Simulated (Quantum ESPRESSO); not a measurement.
# 2H-WSe2, 2 layers, AA' stacking: a series in the share of short-range exact exchange, part 2 of 3

What law, if any, do the results for 2H-WSe2, 2 layers, AA' stacking follow against the share of short-range exact exchange?

Quantum ESPRESSO 7.5; plane-wave DFT, PBE, SG15 norm-conserving pseudopotentials.

So far. Step 2 (Relaxing cell and ions of the reference):  The last row is no step: it is a fresh SCF in the final cell with a new plane-wave basis, +2 meV from the row before.

### 3. Self-consistent run, 0

The self-consistent run of this member.

Level of this step: plane-wave DFT, PBE, SG15 norm-conserving pseudopotentials (Quantum ESPRESSO 7.5).

File m0.scf.in:

```
&control
  prefix = 'm0.scf'
  outdir = './out'
  pseudo_dir = './pseudo'
  calculation = 'scf'
  tprnfor = .true.
/
&system
  ibrav = 0
  nat = 6
  ntyp = 2
  ecutwfc = 60
  ecutrho = 240
  occupations = 'fixed'
  nbnd = 43
/
&electrons
  conv_thr = 1e-08
  mixing_beta = 0.6
  electron_maxstep = 120
/
ATOMIC_SPECIES
  Se  78.9710  Se_ONCV_PBE-1.2.upf
  W   183.8400  W_ONCV_PBE-1.2.upf
CELL_PARAMETERS angstrom
  3.28473340500000 0.00000000000000 0.00000000000000
  -1.64236670300000 2.84466257400000 0.00000000000000
  0.00000000000000 0.00000000000000 25.68069586800000
ATOMIC_POSITIONS crystal
  Se  0.333333333300 0.666666666700 0.308709371300
  W   0.000000000000 0.000000000000 0.374352559000
  Se  0.333333333300 0.666666666700 0.439984089000
  Se  0.000000000000 0.000000000000 0.560015911000
  W   0.333333333300 0.666666666700 0.625647441000
  Se  0.000000000000 0.000000000000 0.691290628700
K_POINTS automatic
  9 9 1 0 0 0
```

The run is started by

```bash
$ OMP_NUM_THREADS=1 mpirun -n 8 pw.x -nk 4 -in m0.scf.in > m0.scf.out
```

Output:

```text
[banner, memory and clock lines left out]
Program PWSCF v.7.5 starts
[citation notice left out]

[...]
Message from routine setup:
[...]
bravais-lattice index     =            0
     lattice parameter (alat)  =       6.2072  a.u.
     unit-cell volume          =    1619.3259 (a.u.)^3
     number of atoms/cell      =            6
     number of atomic types    =            2
     number of electrons       =        80.00
     number of Kohn-Sham states=           43
     kinetic-energy cutoff     =      60.0000  Ry
     charge density cutoff     =     240.0000  Ry
     scf convergence threshold =      1.0E-08
     mixing beta               =       0.6000
     number of iterations used =            8  plain     mixing
     Exchange-correlation= PBE
                           (   1   4   3   4   0   0   0)

[...]
PseudoPot. # 1 for Se read from file:
     ./pseudo/Se_ONCV_PBE-1.2.upf
     Pseudo is Norm-conserving, Zval =  6.0
     Generated using ONCVPSP code by D. R. Hamann
     Using radial grid of  602 points,  6 beta functions with:
                l(1) =   0
                l(2) =   0
                l(3) =   1
                l(4) =   1
                l(5) =   2
                l(6) =   2

     PseudoPot. # 2 for W  read from file:
     ./pseudo/W_ONCV_PBE-1.2.upf
     Pseudo is Norm-conserving, Zval = 28.0
     Generated using ONCVPSP code by D. R. Hamann
     Using radial grid of  602 points,  8 beta functions with:
                l(1) =   0
                l(2) =   0
                l(3) =   1
                l(4) =   1
                l(5) =   2
                l(6) =   2
                l(7) =   3
                l(8) =   3

     atomic species   valence    mass     pseudopotential
     Se                6.00    78.97100     Se( 1.00)
     W                28.00   183.84000     W ( 1.00)

     12 Sym. Ops., with inversion, found ( 6 have fractional translation)

[...]
number of k points=    12
[...]
Dense  grid:   101903 G-vectors     FFT dimensions: (  36,  36, 240)

     Initial potential from superposition of free atoms

     starting charge      79.7942, renormalised to      80.0000

     negative rho (up, down):  1.497E-04 0.000E+00
     Starting wfcs are random

     per-process dynamical memory:    57.0 Mb

     Self-consistent Calculation

     iteration #  1     ecut=    60.00 Ry     beta= 0.60
     Davidson diagonalization with overlap
     ethr =  1.00E-02,  avg # of iterations = 13.8

     Threshold (ethr) on eigenvalues was too large:
     Diagonalizing with lowered threshold

     Davidson diagonalization with overlap
     ethr =  3.46E-04,  avg # of iterations =  3.6

     negative rho (up, down):  6.120E-06 0.000E+00

     total energy              =   -1163.70594956 Ry
     estimated scf accuracy    <       0.23546330 Ry

     iteration #  2     ecut=    60.00 Ry     beta= 0.60
[...]
negative rho (up, down):  3.082E-06 0.000E+00

[...]
total energy              =   -1163.67539554 Ry
     estimated scf accuracy    <       0.72298197 Ry

     iteration #  3     ecut=    60.00 Ry     beta= 0.60
[...]
negative rho (up, down):  3.613E-07 0.000E+00

[...]
total energy              =   -1163.79871982 Ry
     estimated scf accuracy    <       0.05254462 Ry

     iteration #  4     ecut=    60.00 Ry     beta= 0.60
[...]
total energy              =   -1163.80534831 Ry
     estimated scf accuracy    <       0.00264742 Ry

     iteration #  5     ecut=    60.00 Ry     beta= 0.60
[...]
total energy              =   -1163.80513489 Ry
     estimated scf accuracy    <       0.01460669 Ry

     iteration #  6     ecut=    60.00 Ry     beta= 0.60
[...]
total energy              =   -1163.80622389 Ry
     estimated scf accuracy    <       0.00097656 Ry

[...]
iteration # 10     ecut=    60.00 Ry     beta= 0.60
[...]
total energy              =   -1163.80633885 Ry
     estimated scf accuracy    <       0.00000006 Ry

     iteration # 11     ecut=    60.00 Ry     beta= 0.60
[...]
total energy              =   -1163.80633888 Ry
     estimated scf accuracy    <       0.00000015 Ry

     iteration # 12     ecut=    60.00 Ry     beta= 0.60
[...]
total energy              =   -1163.80633888 Ry
     estimated scf accuracy    <       0.00000002 Ry

     iteration # 13     ecut=    60.00 Ry     beta= 0.60
[...]
End of self-consistent calculation

          k = 0.0000 0.0000 0.0000 ( 12845 PWs)   bands (ev):

   -69.3857 -69.3857 -33.6379 -33.6379 -33.5008 -33.5008 -33.5008 -33.5008
   -23.5572 -23.5572 -23.5572 -23.5572 -23.5449 -23.5449 -23.5297 -23.5297
   -23.5099 -23.5099 -23.5099 -23.5099 -23.4901 -23.4901 -10.2345 -10.0859
    -9.0388  -8.8110  -1.9166  -1.3174   1.8170   2.3761   2.3761   2.3861
     2.3861   3.0169   3.4970   3.4970   3.5281   3.5281   4.0857   4.7877
     7.6160   7.6163   7.6606

          k = 0.0000 0.1283 0.0000 ( 12737 PWs)   bands (ev):

   -69.3845 -69.3845 -33.6326 -33.6326 -33.5286 -33.5286 -33.5074 -33.5074
   -23.5573 -23.5573 -23.5568 -23.5568 -23.5440 -23.5440 -23.5307 -23.5307
   -23.5104 -23.5104 -23.5100 -23.5100 -23.4898 -23.4898 -10.0495  -9.9015
    -8.9374  -8.7201  -1.6809  -1.0824   1.5985   1.8280   1.8503   2.4538
     2.5510   2.5684   3.1908   3.2277   3.4074   3.6232   4.0779   4.5624
     7.1088   7.2305   7.3021

[...]
highest occupied, lowest unoccupied level (ev):     4.7877    6.1848

!    total energy              =   -1163.80633888 Ry
     estimated scf accuracy    <          8.4E-09 Ry

     The total energy is the sum of the following terms:
     one-electron contribution =   -6638.75051686 Ry
     hartree contribution      =    3335.72726159 Ry
     xc contribution           =    -101.86246847 Ry
     ewald contribution        =    2241.07938487 Ry

     convergence has been achieved in  13 iterations

     Forces acting on atoms (cartesian axes, Ry/au):

     atom    1 type  1   force =     0.00000000    0.00000000   -0.00501434
     atom    2 type  2   force =    -0.00000000   -0.00000000   -0.00239655
     atom    3 type  1   force =     0.00000000    0.00000000    0.00006453
     atom    4 type  1   force =     0.00000000    0.00000000   -0.00006453
     atom    5 type  2   force =     0.00000000    0.00000000    0.00239655
     atom    6 type  1   force =     0.00000000    0.00000000    0.00501434

     Total force =     0.007860     Total SCF correction =     0.000366

[...]
```

Wall time 30 s (8 MPI ranks of Arm Neoverse V2, shared host); peak memory 0.89 GiB; 3.9 min of CPU time.

Read from the output:

* free energy: -15834.3919 eV
* valence top, on the run's zero: 4.788 eV
* conduction bottom, on the run's zero: 6.185 eV
* gap by band count: 1.397 eV

### 4. Potential by pp.x, 0

plot_num = 11 writes the bare and Hartree potential, from which vacuum levels or, in a crystal, the mean potential are read.

File m0.pot.in:

```
&inputpp
  prefix = 'm0.scf'
  outdir = './out'
  filplot = 'm0.pot.dat'
  plot_num = 11
/
```

The run is started by

```bash
$ OMP_NUM_THREADS=1 mpirun -n 8 pp.x -in m0.pot.in > m0.pot.out
```

Output:

```text
[banner, memory and clock lines left out]
Program POST-PROC v.7.5 starts

          URL

     ./out/m0.scf.save/

     IMPORTANT: XC functional enforced from input :
     Exchange-correlation= PBE
                           (   1   4   3   4   0   0   0)
     Any further DFT definition will be discarded
     Please, verify this is what you really want

     Calling punch_plot, plot_num =  11
     Writing data to file  m0.pot.dat
     Message from routine chdens:
     namelist plot not found or invalid, exiting
```

It took 0.72 s on 8 MPI ranks; peak memory 0.09 GiB; 5 s of CPU time.

Numbers from this step:

```
potential in the middle of the vacuum, over the valence top : 4.941 eV
```

The potential energy, planar mean oscillates, so the rows of the table below give means over windows of 1 Å about each position, cut where the curve ends. Its maxima inside the range that stand out by 2 % of the span (Å: eV): 8.8: -5.43, 10.5: -5.41, 12.8: 3.90, 15.2: -5.41, 16.9: -5.43. Its minima: 7.9: -18.4, 9.6: -23.6, 11.3: -18.2, 14.3: -18.2, 16.1: -23.6, 17.8: -18.4.

Electrostatic potential energy of an electron; zero at the highest filled level of the SCF mesh. The potential energy, planar mean by z; means over each step:

| z (Å) | potential energy, planar mean (eV) |
| --- | --- |
| 0 | 4.94 |
| 1 | 4.94 |
| 2 | 4.94 |
| 3 | 4.94 |
| 4 | 4.94 |
| 5 | 4.93 |
| 6 | 4.70 |
| 7 | 0.237 |
| 8 | -14.1 |
| 9 | -11.0 |
| 10 | -14.8 |
| 11 | -12.7 |
| 12 | -3.52 |
| 13 | 3.24 |
| 14 | -9.83 |
| 15 | -9.29 |
| 16 | -18.5 |
| 17 | -8.61 |
| 18 | -12.0 |
| 19 | 3.08 |
| 20 | 4.85 |
| 21 | 4.94 |
| 22 | 4.94 |
| 23 | 4.94 |
| 24 | 4.94 |
| 25 | 4.94 |

### 5. Ground state, 0.125

Level of this step: plane-wave DFT, screened hybrid with 0.125 exact exchange, SG15 norm-conserving pseudopotentials (Quantum ESPRESSO 7.5). input_dft overrides the functional of the files.

m1.scf.in, as its differences from the input of step 3:

```diff
@@ -1,3 +1,3 @@
 &control
-  prefix = 'm0.scf'
+  prefix = 'm1.scf'
   outdir = './out'
@@ -15,2 +15,8 @@
   nbnd = 43
+  input_dft = 'hse'
+  exx_fraction = 0.125
+  nqx1 = 3
+  nqx2 = 3
+  nqx3 = 1
+  ecutfock = 60
 /
```

The run is started by

```bash
$ OMP_NUM_THREADS=1 mpirun -n 8 pw.x -nk 4 -in m1.scf.in > m1.scf.out
```

Output:

```text
[banner, memory and clock lines left out]
Program PWSCF v.7.5 starts
[...]
Message from routine setup:
[...]
number of electrons       =        80.00
     number of Kohn-Sham states=           43
     kinetic-energy cutoff     =      60.0000  Ry
     charge density cutoff     =     240.0000  Ry
[...]
number of k points=    12
[...]
Dense  grid:   101903 G-vectors     FFT dimensions: (  36,  36, 240)
[...]
negative rho (up, down):  1.497E-04 0.000E+00
     Starting wfcs are random
[...]
negative rho (up, down):  6.120E-06 0.000E+00
[...]
estimated scf accuracy    <       0.23546330 Ry
[...]
negative rho (up, down):  3.082E-06 0.000E+00
[...]
estimated scf accuracy    <       0.72298197 Ry
[...]
negative rho (up, down):  3.613E-07 0.000E+00
[...]
estimated scf accuracy    <       0.05254462 Ry
[...]
estimated scf accuracy    <       0.00264742 Ry
[...]
estimated scf accuracy    <       0.01460669 Ry
[...]
estimated scf accuracy    <       0.00097656 Ry
[...]
estimated scf accuracy    <       0.00006163 Ry
[...]
estimated scf accuracy    <       0.00001944 Ry
[...]
estimated scf accuracy    <       0.00000492 Ry
[...]
estimated scf accuracy    <       0.00000006 Ry
[...]
estimated scf accuracy    <       0.00000015 Ry
[...]
estimated scf accuracy    <       0.00000002 Ry
[...]
highest occupied, lowest unoccupied level (ev):     4.7877    6.1848
!    total energy              =   -1163.80633888 Ry
     estimated scf accuracy    <          8.4E-09 Ry
     convergence has been achieved in  13 iterations
[...]
estimated scf accuracy    <       0.01329375 Ry
[...]
estimated scf accuracy    <       0.07119110 Ry
[...]
estimated scf accuracy    <       0.00020675 Ry
[...]
estimated scf accuracy    <       0.00145723 Ry
[...]
estimated scf accuracy    <       0.00003706 Ry
[...]
estimated scf accuracy    <       0.00000323 Ry
[...]
estimated scf accuracy    <       0.00000083 Ry
[...]
estimated scf accuracy    <       0.00000034 Ry
[...]
highest occupied, lowest unoccupied level (ev):     4.5503    6.1657
!    total energy              =   -1162.57322257 Ry
     estimated scf accuracy    <          8.9E-09 Ry
     convergence has been achieved in   9 iterations
[...]
estimated scf accuracy    <       0.00009156 Ry
[...]
estimated scf accuracy    <       0.00043655 Ry
[...]
estimated scf accuracy    <       0.00000369 Ry
[...]
estimated scf accuracy    <       0.00001958 Ry
[...]
estimated scf accuracy    <       0.00000026 Ry
[...]
estimated scf accuracy    <       0.00000003 Ry
[...]
highest occupied, lowest unoccupied level (ev):     4.5520    6.1703
!    total energy              =   -1162.57360372 Ry
     estimated scf accuracy    <          2.3E-09 Ry
     convergence has been achieved in   7 iterations
[...]
estimated scf accuracy    <       0.00000218 Ry
[...]
estimated scf accuracy    <       0.00001091 Ry
[...]
estimated scf accuracy    <       0.00000019 Ry
[...]
estimated scf accuracy    <       0.00000045 Ry
[...]
highest occupied, lowest unoccupied level (ev):     4.5528    6.1711
!    total energy              =   -1162.57361289 Ry
     estimated scf accuracy    <          5.3E-09 Ry
     convergence has been achieved in   5 iterations
[...]
estimated scf accuracy    <       0.00000004 Ry
[...]
estimated scf accuracy    <       0.00000063 Ry
[...]
highest occupied, lowest unoccupied level (ev):     4.5532    6.1713
!    total energy              =   -1162.57361357 Ry
     estimated scf accuracy    <          6.9E-09 Ry
     convergence has been achieved in   3 iterations
[...]
estimated scf accuracy    <       0.00000021 Ry
[...]
estimated scf accuracy    <       0.00000362 Ry
[...]
estimated scf accuracy    <       0.00000006 Ry
[...]
highest occupied, lowest unoccupied level (ev):     4.5532    6.1714
!    total energy              =   -1162.57361365 Ry
     estimated scf accuracy    <          4.9E-10 Ry
     convergence has been achieved in   4 iterations
[...]
!!   total energy              =   -1162.57361366 Ry
[...]
Total force =     0.027908     Total SCF correction =     0.000253
[...]
```

Wall time 4.4 min (8 MPI ranks); peak memory 9.3 GiB; 35 min of CPU time.

Read from the output:

| Quantity | Value |
| --- | --- |
| free energy | -15817.6198 eV |
| valence top, on the run's zero | 4.553 eV |
| conduction bottom, on the run's zero | 6.171 eV |
| gap by band count | 1.618 eV |

### 6. Ground state, 0.25

Level of this step: plane-wave DFT, HSE06, SG15 norm-conserving pseudopotentials (Quantum ESPRESSO 7.5). input_dft overrides the functional of the files.

m2.scf.in, as its differences from the input of step 5:

```diff
@@ -1,3 +1,3 @@
 &control
-  prefix = 'm1.scf'
+  prefix = 'm2.scf'
   outdir = './out'
@@ -16,3 +16,3 @@
   input_dft = 'hse'
-  exx_fraction = 0.125
+  exx_fraction = 0.25
   nqx1 = 3
```

The run is started by

```bash
$ OMP_NUM_THREADS=1 mpirun -n 8 pw.x -nk 4 -in m2.scf.in > m2.scf.out
```

Output:

```text
[banner, memory and clock lines left out]
Program PWSCF v.7.5 starts
[...]
Message from routine setup:
[...]
number of electrons       =        80.00
     number of Kohn-Sham states=           43
     kinetic-energy cutoff     =      60.0000  Ry
     charge density cutoff     =     240.0000  Ry
[...]
number of k points=    12
[...]
Dense  grid:   101903 G-vectors     FFT dimensions: (  36,  36, 240)
[...]
negative rho (up, down):  1.497E-04 0.000E+00
     Starting wfcs are random
[...]
negative rho (up, down):  6.120E-06 0.000E+00
[...]
estimated scf accuracy    <       0.23546330 Ry
[...]
negative rho (up, down):  3.082E-06 0.000E+00
[...]
estimated scf accuracy    <       0.72298197 Ry
[...]
negative rho (up, down):  3.613E-07 0.000E+00
[...]
estimated scf accuracy    <       0.05254462 Ry
[...]
estimated scf accuracy    <       0.00264742 Ry
[...]
estimated scf accuracy    <       0.01460669 Ry
[...]
estimated scf accuracy    <       0.00097656 Ry
[...]
estimated scf accuracy    <       0.00006163 Ry
[...]
estimated scf accuracy    <       0.00001944 Ry
[...]
estimated scf accuracy    <       0.00000492 Ry
[...]
estimated scf accuracy    <       0.00000006 Ry
[...]
estimated scf accuracy    <       0.00000015 Ry
[...]
estimated scf accuracy    <       0.00000002 Ry
[...]
estimated scf accuracy    <       0.00000007 Ry
[...]
highest occupied, lowest unoccupied level (ev):     4.3101    6.1581
!    total energy              =   -1161.35140478 Ry
     estimated scf accuracy    <          7.0E-10 Ry
     convergence has been achieved in   3 iterations
[...]
estimated scf accuracy    <       0.00000002 Ry
[...]
estimated scf accuracy    <       0.00000021 Ry
[...]
highest occupied, lowest unoccupied level (ev):     4.3104    6.1583
!    total energy              =   -1161.35140509 Ry
     estimated scf accuracy    <          2.0E-09 Ry
     convergence has been achieved in   3 iterations
[...]
estimated scf accuracy    <       0.00000006 Ry
[...]
estimated scf accuracy    <       0.00000053 Ry
[...]
estimated scf accuracy    <       0.00000002 Ry
[...]
highest occupied, lowest unoccupied level (ev):     4.3104    6.1583
!    total energy              =   -1161.35140519 Ry
     estimated scf accuracy    <          9.1E-11 Ry
     convergence has been achieved in   4 iterations
[...]
highest occupied, lowest unoccupied level (ev):     4.3105    6.1583
!    total energy              =   -1161.35140521 Ry
     estimated scf accuracy    <          4.1E-09 Ry
     convergence has been achieved in   1 iterations
[...]
!!   total energy              =   -1161.35140522 Ry
[...]
Total force =     0.060848     Total SCF correction =     0.000742
[...]
```

Run time: 7 min. Hardware: 8 MPI ranks; peak memory 9.3 GiB; 56 min of CPU time.

Numbers from this step:

```
free energy                          : -15800.9908 eV
valence top, on the run's zero       : 4.310 eV
conduction bottom, on the run's zero : 6.158 eV
gap by band count                    : 1.848 eV
```

(Continued in part 3 of 3.)

[Logs are printed without paths, hosts, clocks, repeated set-up lines and the standing remarks that a program may print on its own settings, such as how far it seeks lower states.]

[Hosts, paths, dates, database ids (printed as entryN), source tags and the programs' standing remarks are cut or masked in the printed files.]

[Maps of the electrostatic potential energy from Ansatz leave out the sawtooth potential of an applied field or a dipole correction, so their vacuum need not be flat; planar profiles and work functions include it.]
